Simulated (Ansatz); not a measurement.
PBE against r2SCAN: NaF, pressure 0.9 GPa

Base system: NaF in the rock salt structure (space group Fm-3m, No. 225; a = 4.702 Å).

(Cell as relaxed with PBE.)

Levels (all Ansatz, a first-principles code, PAW): PBE (420 eV, no spin-orbit coupling); r2SCAN (500 eV, no SOC).

Each level relaxes its own structure.

```
base                      PBE    r2SCAN
-------------------  --------  --------
volume per atom      12.99 Å³  12.12 Å³
lattice parameter a   4.702 Å   4.595 Å
band gap              6.09 eV   7.28 eV
```

Modification: a hydrostatic pressure of 0.9 GPa.

| quantity | PBE | r2SCAN |
|---|---|---|
| band gap | 6.19 eV | 7.38 eV |
| electron mass | 0.56 mₑ (at Γ) | 0.57 mₑ (at Γ) |
| volume per atom | 12.74 Å³ | 11.93 Å³ |

PBE's band gap lies 1.19 eV below r2SCAN's; PBE's volume per atom lies 0.81 Å³ above r2SCAN's (6.8 %). Neither level is exact; r2SCAN is the comparison here, not a measurement.

Load acts through the strain it causes; cell and atoms are relaxed under it. Masses are band curvatures over ±0.01 Å⁻¹ around the edge. No phonon test of stability was made.
